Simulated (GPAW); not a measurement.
Write an ASE script for GPAW 26.7.0 that does the following.

| Item | Value |
| --- | --- |
| Task | single point |
| Functional | PBE |
| Potentials or basis | GPAW PAW data sets (gpaw-data 1.2.1) |
| Cutoff | 600 eV |
| Basis | pw |
| k mesh | 10 × 10 × 8 |
| Occupations | fermi-dirac, width 0.05 eV |
| Spin | no spin polarisation |
| Maxiter | 150 |

The structure of MoP lies in MoP.xyz:

```xyz
2
Lattice="3.2230000000 0.0000000000 0.0000000000 -1.6115000000 2.7911998764 0.0000000000 0.0000000000 0.0000000000 3.1910000000" Properties=species:S:1:pos:R:3 pbc="T T T"
Mo    -0.0236503740      0.0170263192      0.0045312200
P     -0.0463789700      1.8811179919      1.5639569650
```

The cell isn't the ideal one: atoms moved at random, drawn with an rms of 0.05 Å.

These files were run (other wordings do the same):

run.py

```python
from ase.dft.bandgap import bandgap
from ase.io import read, write
from ase.units import GPa
from gpaw import GPAW, PW

atoms = read('MoP.xyz')

calc = GPAW(mode=PW(600),
            xc='PBE',
            kpts={'size': (10, 10, 8), 'gamma': True},
            occupations={'name': 'fermi-dirac', 'width': 0.05},
            nbands=20,
            convergence={'density': 1e-05, 'energy': 1e-05},
            maxiter=150,
            txt='gpaw.txt')
atoms.calc = calc
energy = atoms.get_potential_energy()
forces = atoms.get_forces()
stress = atoms.get_stress()
calc.write('gs.gpw')
write('result.traj', atoms)
print(f'Energy: {energy:.6f} eV')
print('Forces (eV/A):')
print(forces.round(4))
print('Stress (GPa):', (stress / GPa).round(3))
print('Fermi level:', round(calc.get_fermi_level(), 4), 'eV')
print(f'Gap: {bandgap(calc)[0]:.4f} eV, direct: {bandgap(calc, direct=True)[0]:.4f} eV')
```

Potentials or basis: GPAW PAW data sets (gpaw-data 1.2.1), pw.

Command:

```sh
$ OMP_NUM_THREADS=1 python run.py
```

It gave:

| Item | Value |
| --- | --- |
| Pressure | 3.2 GPa |
| Largest force | 0.606 eV/Å |
| Band gap on the k mesh | none (metal or under the smearing width) |

Run time: 2 min on 1 thread of Arm Neoverse V1 (shared host), peak memory 0.34 GiB.
